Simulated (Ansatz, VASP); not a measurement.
# Cross-check of TaSb2 between VASP and Ansatz

Aim: how closely do two programs agree when they are given the same cell, functional and k mesh?

Program: Ansatz 0.2.0. Level of theory: plane waves, with VASP 6.6.1 beside it; relaxation of cell and atoms at r2SCAN. Results are calculated unless marked as measured.

## 1. Set-up

The structure is monoclinic, space group C2/m (No. 12). Conventional cell: a = 10.275 Å, b = 3.698 Å, c = 8.358 Å, α = 90.00°, β = 120.53°, γ = 90.00°. Ta has 8 Sb at 2.86 to 2.99 Å and 1 Ta at 3.11 Å nearest. Sb has 3 Sb at 2.79 to 3.06 Å and 3 Ta at 2.86 to 2.91 Å nearest. Sb has 5 Ta at 2.92 to 2.99 Å nearest. Farther neighbours are not listed.

Coordinates:

```cif
data_structure
_symmetry_space_group_name_H-M 'C2/m'
_symmetry_Int_Tables_number 12
_cell_length_a 10.2753
_cell_length_b 3.6978
_cell_length_c 8.3580
_cell_angle_alpha 90.000
_cell_angle_beta 120.529
_cell_angle_gamma 90.000
_cell_volume 273.54
loop_
_atom_site_label
_atom_site_type_symbol
_atom_site_symmetry_multiplicity
_atom_site_Wyckoff_symbol
_atom_site_fract_x
_atom_site_fract_y
_atom_site_fract_z
_atom_site_occupancy
Ta1 Ta 4 i 0.34886 0.50000 0.81101 1
Sb1 Sb 4 i 0.14828 0.00000 0.53530 1
Sb2 Sb 4 i 0.90462 0.50000 0.11031 1
```

## 2. VASP: relaxation of cell and atoms, r2SCAN

The relaxed volume is the usual yardstick between codes: its relative difference is about their pressure difference at one cell divided by the bulk modulus.

Lines of VASP's logs that name or quote its potential files are left out, and so is its time.

Contents of INCAR:

```
SYSTEM = TaSb2
PREC = Accurate
ENCUT = 520
EDIFF = 1E-06
NELM = 100
ISMEAR = -1
SIGMA = 0.05
LREAL = .FALSE.
ALGO = Normal
METAGGA = R2SCAN
LASPH = .TRUE.
NBANDS = 27
LORBIT = 11
LWAVE = .FALSE.
LCHARG = .FALSE.
KPAR = 4
IBRION = 2
NSW = 60
ISIF = 3
EDIFFG = -0.01
```

Contents of POSCAR:

```
TaSb2
1.0
    5.1376696421     -1.8488785780      0.0000000000
    5.1376696421      1.8488785780      0.0000000000
   -4.2456934306      0.0000000000      7.1993285779
Ta Sb
2 4
Direct
    0.8488568800      0.8488568800      0.8110099800
    0.1511431200      0.1511431200      0.1889900200
    0.1482842300      0.1482842300      0.5352999600
    0.8517157800      0.8517157800      0.4647000400
    0.4046172200      0.4046172200      0.1103114100
    0.5953827800      0.5953827800      0.8896885900
```

Contents of KPOINTS:

```
Automatic mesh
0
Gamma
7 7 3
0 0 0
```

Potentials, in the order of the species: Ta_pv and Sb (PBE family, release 64).

Started as:

```sh
$ mpirun -np 4 vasp_std
```

Numbers of over 12 decimals in the logs are rounded to 6 here.

Output:

```text
[banner, memory and clock lines left out]
running    4 mpi-ranks, on    1 nodes
 distrk:  each k-point on    1 cores,    4 groups
 distr:  one band on    1 cores,    1 groups

 POSCAR found type information on POSCAR TaSb
 POSCAR found :  2 types and       6 ions
|                                                                             |
|               ----> ADVICE to this user running VASP <----                  |
|                                                                             |
|     You enforced a specific xc type in the INCAR file but a different       |
|     [... a line on the potential file left out ...]
|     I HOPE YOU KNOW WHAT YOU ARE DOING!                                     |
|                                                                             |

 LDA part: xc-table for (None), standard interpolation
 POSCAR, INCAR and KPOINTS ok, starting setup
 FFT: planning ... GRIDC
 FFT: planning ... GRID_SOFT
 FFT: planning ... GRID
 WAVECAR not read
 entering main loop
       N       E                     dE             d eps       ncg     rms          rms(c)
DAV:   1     0.167239340346E+03    0.16724E+03   -0.19590E+04  2472   0.142E+03
DAV:   2    -0.189540181391E+03   -0.35678E+03   -0.35117E+03  2794   0.340E+02
DAV:   3    -0.209214220886E+03   -0.19674E+02   -0.19207E+02  3051   0.724E+01
DAV:   4    -0.209654058076E+03   -0.43984E+00   -0.43648E+00  2992   0.109E+01
DAV:   5    -0.209662667180E+03   -0.86091E-02   -0.85959E-02  3192   0.166E+00    0.179E+01
DAV:   6    -0.200979238039E+03    0.86834E+01   -0.42983E+00  3061   0.153E+01    0.767E+00
DAV:   7    -0.200993970148E+03   -0.14732E-01   -0.40586E-01  2844   0.388E+00    0.294E+00
DAV:   8    -0.201015842052E+03   -0.21872E-01   -0.92376E-02  3024   0.196E+00    0.649E-01
DAV:   9    -0.201018836831E+03   -0.29948E-02   -0.79595E-03  2860   0.538E-01    0.295E-01
DAV:  10    -0.201019486949E+03   -0.65012E-03   -0.16759E-03  3046   0.238E-01    0.966E-02
DAV:  11    -0.201019528441E+03   -0.41493E-04   -0.25084E-04  3053   0.826E-02    0.307E-02
DAV:  12    -0.201019526973E+03    0.14679E-05   -0.94120E-05  3128   0.424E-02    0.916E-03
DAV:  13    -0.201019523818E+03    0.31557E-05   -0.23819E-05  3074   0.210E-02    0.436E-03
DAV:  14    -0.201019523680E+03    0.13737E-06   -0.13315E-06  1575   0.620E-03
   1 F= -.20101952E+03 E0= -.20101610E+03  d E =-.201020E+03
[...]
2 F= -.20101990E+03 E0= -.20101650E+03  d E =-.377987E-03
[...]
3 F= -.20102001E+03 E0= -.20101660E+03  d E =-.490491E-03
[...]
4 F= -.20102009E+03 E0= -.20101668E+03  d E =-.731831E-04
 trial-energy change:   -0.000073  1 .order   -0.000083   -0.000310    0.000144
 step:   0.6121(harm=  0.6394)  dis= 0.00110  next Energy=  -201.020113 (dE=-0.985E-04)
 bond charge predicted
       N       E                     dE             d eps       ncg     rms          rms(c)
DAV:   1    -0.201020133136E+03   -0.45231E-04   -0.40089E-03  2394   0.473E-01    0.539E-02
DAV:   2    -0.201020117791E+03    0.15346E-04   -0.34766E-04  2548   0.131E-01    0.189E-02
DAV:   3    -0.201020112486E+03    0.53043E-05   -0.24056E-05  3138   0.316E-02    0.752E-03
DAV:   4    -0.201020112153E+03    0.33363E-06   -0.37807E-06  2573   0.956E-03
   5 F= -.20102011E+03 E0= -.20101671E+03  d E =-.979817E-04
 curvature:  -0.40 expect dE=-0.104E-04 dE for cont linesearch -0.114E-06
 trial: gam= 0.09811 g(F)=  0.788E-05 g(S)=  0.178E-04 ort =-0.109E-04 (trialstep = 0.871E+00)
 search vector abs. value=  0.276E-04
 reached required accuracy - stopping structural energy minimisation
```

Parts of OUTCAR (step 2):

```text
ion  position               nearest neighbor table
   1  0.849  0.849  0.811-   3 2.86   3 2.86   4 2.91   5 2.92   5 2.92   6 2.93   6 2.93   6 2.99
                             2 3.11
   2  0.151  0.151  0.189-   4 2.86   4 2.86   3 2.91   6 2.92   6 2.92   5 2.93   5 2.93   5 2.99
                             1 3.11
   3  0.148  0.148  0.535-   4 2.79   1 2.86   1 2.86   2 2.91   4 3.06   4 3.06   5 3.64   5 3.64
                             6 3.76   6 3.76
   4  0.852  0.852  0.465-   3 2.79   2 2.86   2 2.86   1 2.91   3 3.06   3 3.06   6 3.64   6 3.64
                             5 3.76   5 3.76
   5  0.405  0.405  0.110-   1 2.92   1 2.92   2 2.93   2 2.93   2 2.99   6 3.30   6 3.31   6 3.31
                             3 3.64   3 3.64   4 3.76   4 3.76
   6  0.595  0.595  0.890-   2 2.92   2 2.92   1 2.93   1 2.93   1 2.99   5 3.30   5 3.31   5 3.31
                             4 3.64   4 3.64   3 3.76   3 3.76

  LATTYP: Found a base centered monoclinic cell.
 ALAT       =    10.2753392842
 B/A-ratio  =     0.3598671590
 C/A-ratio  =     0.8134042678
 COS(beta)  =    -0.5079792987

 Subroutine GETGRP returns: Found  4 space group operations
 (whereof  4 operations were pure point group operations)

The static configuration has the point symmetry C_2h.

 Found     44 irreducible k-points:

   k-points           NKPTS =     44   k-points in BZ     NKDIM =     44   number of bands    NBANDS=     27

   dimension x,y,z NGX =    42 NGY =   42 NGZ =   64
   dimension x,y,z NGXF=    84 NGYF=   84 NGZF=  128

   ENCUT  =  520.0 eV  38.22 Ry    6.18 a.u.  10.15 10.15 15.54*2*pi/ulx,y,z

   NELECT =      42.0000    total number of electrons

 k-points in reciprocal lattice and weights: Automatic mesh
   0.00000000  0.00000000  0.00000000       0.007
   0.14285714  0.00000000  0.00000000       0.027
   0.28571429  0.00000000  0.00000000       0.027
   0.42857143  0.00000000  0.00000000       0.027
   0.14285714  0.14285714  0.00000000       0.014
   0.28571429  0.14285714  0.00000000       0.027
   0.42857143  0.14285714  0.00000000       0.027
  -0.42857143  0.14285714 -0.00000000       0.027
  -0.28571429  0.14285714 -0.00000000       0.027
[...]
-0.14285714 -0.28571429  0.33333333       0.027
  -0.14285714 -0.14285714  0.33333333       0.014

 average (electrostatic) potential at core
       1 -40.5010       2 -40.5010       3 -89.4528       4 -89.4528       5 -89.2481
       6 -89.2481

 E-fermi :   8.3225

 k-point     1 :       0.0000    0.0000    0.0000
  band No.  band energies     occupation
    ...
     17       6.4159      2.00000
     18       6.6967      2.00000
     19       7.2455      2.00000
     20       7.2762      2.00000
     21       7.7154      1.99999
     22       8.9658      0.00001
     23       9.8558      0.00000
     24      10.3852      0.00000
     25      10.8488      0.00000
     26      11.3270      0.00000
    ...

 k-point     2 :       0.1429    0.0000    0.0000
  band No.  band energies     occupation
    ...
     17       6.2452      2.00000
     18       6.4826      2.00000
     19       6.7790      2.00000
     20       7.0867      2.00000
     21       7.6162      2.00000
     22       9.3095      0.00000
     23       9.6127      0.00000
     24      10.3753      0.00000
     25      10.5275      0.00000
     26      10.9093      0.00000
    ...

 k-point     3 :       0.2857    0.0000    0.0000
  band No.  band energies     occupation
    ...
     17       5.7283      2.00000
     18       6.1996      2.00000
     19       6.6013      2.00000
     20       6.8664      2.00000
     21       7.2297      2.00000
     22       9.3005      0.00000
     23       9.6831      0.00000
     24      10.1304      0.00000
     25      10.6828      0.00000
     26      10.8675      0.00000
    ...

  Total       -0.0194470     -0.0124010     -0.0005246      0.0000000      0.0000000     -0.0290144
  in kB       -0.2279332     -0.1453492     -0.0061492      0.0000000      0.0000000     -0.3400701
  external PRESSURE =      -0.1264772 kB  Pullay stress =       0.0000000 kB

  energy-cutoff  :      520.00
  volume of cell :      136.70
      direct lattice vectors                 reciprocal lattice vectors
     5.135983007 -1.849309634  0.002093702     0.097328956 -0.270371165  0.057379816
     5.135983007  1.849309634  0.002093702     0.097328956  0.270371165  0.057379816
    -4.241366081  0.000000000  7.194302078    -0.000056650  0.000000000  0.138965492

 POSITION                                       TOTAL-FORCE (eV/Angst)
 -----------------------------------------------------------------------------------
      5.28197      0.00000      5.83751         0.004639      0.000000      0.006965
      0.74863      0.00000      1.36098        -0.004639      0.000000     -0.006965
     -0.74349      0.00000      3.85073        -0.001987      0.000000     -0.002660
      6.77409      0.00000      3.34776         0.001987      0.000000      0.002660
      3.69018      0.00000      0.79542         0.000744      0.000000      0.000220
      2.34042      0.00000      6.40307        -0.000744      0.000000     -0.000220
 -----------------------------------------------------------------------------------
    total drift:                               -0.000014     -0.000000      0.000000

  FREE ENERGIE OF THE ION-ELECTRON SYSTEM (eV)
  ---------------------------------------------------
  free  energy   TOTEN  =      -201.0201121527 eV

  energy  without entropy=     -201.0133001212  energy(sigma->0) =     -201.01670614

 reached required accuracy - stopping structural energy minimisation

 total charge
# of ion       s       p       d       tot
------------------------------------------
    1        0.283   6.134   2.369   8.786
    2        0.283   6.134   2.369   8.786
    3        1.123   1.303   0.062   2.488
    4        1.123   1.303   0.062   2.488
    5        1.109   1.313   0.056   2.478
    6        1.109   1.313   0.056   2.478
--------------------------------------------------
tot          5.031  17.499   4.973  27.503

[... 3 further parts left out ...]
```

The k-mesh is coarse for a metal. The PAW data sets were made with PBE, which is usual practice but a small mismatch for other functionals. The run keeps the 4 symmetry operations of its start, so it cannot find a distortion of lower symmetry.

[end of part 1 of 2]

[Lines on the potential files, build, host, timing and source positions are cut from VASP's logs without a mark.]

[Logs are printed without paths, hosts, clocks, repeated set-up lines and the standing remarks that a program may print on its own settings, such as how far it seeks lower states.]

[Hosts, paths, dates, database ids (printed as entryN), source tags and the programs' standing remarks are cut or masked in the printed files.]
